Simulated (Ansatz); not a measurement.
**Ruthenium, diamond: r²SCAN0 after r²SCAN**

Aim: see what exact exchange does to the levels, and what it costs. Spin polarisation is left out. The geometry was relaxed under r²SCAN beforehand and is kept. Exact exchange is dear, so the k-mesh is coarse, and r²SCAN is run on the same mesh for comparison.

Method: DFT, plane waves (500 eV) with PBE-made PAW files, scalar-relativistic; functionals as named at each step, in Ansatz 0.2.0.

## Step 1: The starting structure

Symmetry: Fd-3m, No. 227, cubic system. Conventional cell: a = 5.414 Å, b = 5.414 Å, c = 5.414 Å, α = 90.00°, β = 90.00°, γ = 90.00°. Around Ru (site symmetry -43m) lie 4 Ru at 2.34 Å.

Structure file:

```cif
data_structure
_symmetry_space_group_name_H-M 'Fd-3m:1'
_symmetry_Int_Tables_number 227
_cell_length_a 5.4143
_cell_length_b 5.4143
_cell_length_c 5.4143
_cell_angle_alpha 90.000
_cell_angle_beta 90.000
_cell_angle_gamma 90.000
_cell_volume 158.72
loop_
_atom_site_label
_atom_site_type_symbol
_atom_site_symmetry_multiplicity
_atom_site_Wyckoff_symbol
_atom_site_fract_x
_atom_site_fract_y
_atom_site_fract_z
_atom_site_occupancy
Ru1 Ru 8 b 0.75000 0.75000 0.75000 1
```

## Step 2: r²SCAN on the coarse mesh

The run with r²SCAN.

Input file input.yaml:

```yaml
crystal:
  lattice:
    - [0.0, 2.7071406685, 2.7071406685]
    - [2.7071406685, 0.0, 2.7071406685]
    - [2.7071406685, 2.7071406685, 0.0]
  atoms:
    - { symbol: Ru, position: [0.125, 0.125, 0.125] }
    - { symbol: Ru, position: [0.875, 0.875, 0.875] }
hamiltonian:
  xc: r2scan
  pseudopotentials:
    kind: paw
    azcp:
      Ru: "pseudopotentials/Ru.paw.azcp"
basis:
  ecutwfc: 500
  fft_grid_basis: typed
kpoints:
  mp_grid: { grid: [5, 5, 5], shift: [0, 0, 0] }
magnetization:
  spin_polarized: false
scf:
  occupations: { method: fermi_dirac, width: 0.1 }
```

The run is started by

```sh
> ansatz run input.yaml --threads 4 --pin off --max-ram 8192MiB --backend cpu --events-out ev --progress --plain --runs-dir out
```

Output, cut to the lines that bear on the results:

```text
Warning: RAYON_NUM_THREADS=4 ignored (pool sized by the plan → 4); use --threads N
[...]
Pseudopotentials: kind: paw
Pseudopotential: Ru, paw, valence charge 16, recommended cutoff 500 eV (meta_gga), <dir>
Functional definition: r2SCAN
[...]
Crystal: 2 atoms, lattice volume = 39.679 Å³
Basis set: ecut = 500 eV, 965 PW (Γ), exchange–correlation on 120×120×120 points (64 copies of the dense FFT grid, shifted against one another)
Bands: 20, of which v1, the nominal top of the filled ones, is band 16 counted from 1 (15 counted from 0)
Symmetry: 48 space group operations
Space group: Fd-3m (ITA 227), of the structure as read, at distance tolerance 3.4e-5 Å
k-points: 10 of 125
[...]
SCF iter   1: F=—  HF=-11779.101644 eV  |F-HF|=—  |Δ(HF+E_count)|=         —  Δρ=1.14e-2  dr2=4.01e-2  dr2_τ=2.73e-2  ethr=1.77e-3  ⟨swp⟩=5.3  Hψ=846  notcnv=0
[...]
SCF iter   7: F=-11779.106013 eV  HF=-11779.106013 eV  |F-HF|=1.77e-8  |Δ(HF+E_count)|=   2.13e-7  Δρ=5.64e-6  dr2=6.76e-9  dr2_τ=6.93e-10  ethr=3.13e-10  ⟨swp⟩=3.0  Hψ=463  notcnv=0
[...]
SCF converged after 7 iterations
Free energy (F): -11779.106013 eV
[...]
E sigma→0 (E₀):  -11779.072438 eV
Entropy (-TS):   -0.067151 eV (-33.576 meV/atom)
Fermi energy:    14.645521 eV
[...]
```

It took 0.36 s on 4 threads of AMD EPYC 9R45 (Zen 5), shared host; peak memory 0.42 GiB.

## Step 3: r²SCAN0, coarse mesh

The run with r²SCAN0.

input.yaml, as its differences from that of step 2:

```diff
@@ -9,3 +9,3 @@
 hamiltonian:
-  xc: r2scan
+  xc: r2scan0
   pseudopotentials:
```

The run is started by

```sh
> ansatz run input.yaml --threads 4 --pin off --max-ram 8192MiB --backend cpu --events-out ev --progress --plain --runs-dir out
```

Output, cut to the lines that bear on the results:

```text
Warning: RAYON_NUM_THREADS=4 ignored (pool sized by the plan → 4); use --threads N
[...]
Pseudopotentials: kind: paw
Pseudopotential: Ru, paw, valence charge 16, recommended cutoff 500 eV (meta_gga), <dir>
Functional definition: r2SCAN0
[...]
Crystal: 2 atoms, lattice volume = 39.679 Å³
Basis set: ecut = 500 eV, 965 PW (Γ), exchange–correlation on 120×120×120 points (64 copies of the dense FFT grid, shifted against one another)
Bands: 20, of which v1, the nominal top of the filled ones, is band 16 counted from 1 (15 counted from 0)
Symmetry: 48 space group operations
Space group: Fd-3m (ITA 227), of the structure as read, at distance tolerance 3.4e-5 Å
k-points: 10 of 125
[...]
SCF iter   1: F=—  HF=-11779.103260 eV  |F-HF|=—  |Δ(HF+E_count)|=         —  Δρ=1.10e-2  dr2=3.48e-2  dr2_τ=2.69e-2  ethr=1.77e-3  ⟨swp⟩=5.9  Hψ=760  notcnv=0
[...]
Frozen-core exchange: fock
[...]
hybrid outer 2: dexx = +1.689e-7 eV, tail = 7.09e-8 eV, Δε = 2.47e-3 eV (about 3.78e-4 eV left of the loop's levels)
hybrid SCF converged: 2 outer / 9 inner (+0 warm-up), last move |dexx| = 1.69e-7 eV, tail = 7.09e-8 eV
Stability not checked: this state was not tested for a lower state beside it, because the functional holds exact exchange (a hybrid, or Hartree-Fock), whose exchange loop this test does not read (fock_operator; see scf.lower_state_search)
Free energy (F): -11775.406614 eV
Frozen-core exchange: fock
[...]
E sigma→0 (E₀):  -11775.390906 eV
Entropy (-TS):   -0.031416 eV (-15.708 meV/atom)
Fermi energy:    14.388268 eV
[...]
--- Band table (eV; the first three rows and the last of 10) ---
  k-point 0: bands = ["-64.8742", "-64.2343", "-33.2115", "-33.2115", "-33.2115", "-32.1057", "-32.1057", "-32.1057", "7.5583", "9.0364", "9.0364", "9.9018", "9.9018", "9.9018", "13.6713", "13.6713", "13.6713", "16.9378"]
[...]
  guard bands above this table: 2 of the run's 20 bands. The solve was not asked for them (output.publish_guard_bands: true or output.eigenvalues: true publishes all)
```

It took 8.5 s on 4 threads of AMD EPYC 9R45 (Zen 5), shared host; peak memory 1.1 GiB.

## Step 4: The functionals compared

```
functional               gap on the mesh  Fermi energy (eV)  SCF cycles  exchange loops  CPU time
    r²SCAN  none (levels filled in part)             14.646           7               -     0.9 s
   r²SCAN0  none (levels filled in part)             14.388           9               2      29 s
```

## Step 5: What came out

| quantity | value |
| --- | --- |
| r²SCAN: gap | none (levels filled in part) |
| r²SCAN0: gap | none (levels filled in part) |
| r²SCAN0: SCF cycles, exchange loops | 9, 2 |
| r²SCAN0: CPU time over that of r²SCAN | 32 |

What this shows: Both r²SCAN and r²SCAN0 leave levels filled in part. The hybrid took 32 times as much CPU time as r²SCAN on the same settings. The exchange operator of r²SCAN0 was renewed in 2 outer loops. Absolute energies differ from functional to functional, by eV per atom at times, and say nothing by themselves.
